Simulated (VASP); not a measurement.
A run of VASP 6.6.1:

Contents of INCAR:

```
SYSTEM = Ir
ALGO     = Normal         ! electronic algorithm
EDIFF    = 1E-7           ! SCF threshold, eV
EDIFFG   = -0.005         ! ionic threshold
ENCUT    = 600            ! plane-wave cutoff, eV
GGA      = PS             ! functional
IBRION   = 2              ! ionic algorithm
ISIF     = 3              ! what is computed and relaxed
ISMEAR   = 1              ! smearing method
KPAR     = 4            
LASPH    = .TRUE.         ! aspherical terms in the spheres
LCHARG   = .FALSE.        ! write CHGCAR
LREAL    = .FALSE.        ! projectors in reciprocal space
LWAVE    = .FALSE.        ! write WAVECAR
NELM     = 80             ! most SCF steps
NSW      = 90             ! ionic steps
PREC     = Accurate       ! precision mode
SIGMA    = 0.1            ! smearing width, eV
```

KPOINTS

```
k-points
0
G
  16 16 16
  0 0 0
```

Contents of POSCAR:

```
Ir                                      
1.0
   -0.0000000000      1.9172882887      1.9172882887
    1.9172882887      0.0000000000      1.9172882887
    1.9172882887      1.9172882887      0.0000000000
  Ir            
     1
Direct
     0.0000000000000000    0.0000000000000000    0.0000000000000000
```

Potentials or basis: VASP PAW PBE potentials, release 64 (Ir).

Launch:

```console
$ cat potpaw_PBE.64/Ir/POTCAR > POTCAR
$ mpirun -np 4 vasp_std > vasp.out
```

Hardware: 4 MPI ranks on Intel(R) Xeon(R) 6975P-C (Granite Rapids), with other jobs on the host.

**Question.** How long does it take, and how much memory?

**Answer.** Wall time 3 s on 4 MPI ranks on Intel(R) Xeon(R) 6975P-C (Granite Rapids), on a shared host, peak memory 0.14 GiB a rank. Counts: scf iterations 12, k points 145, ion steps 1.
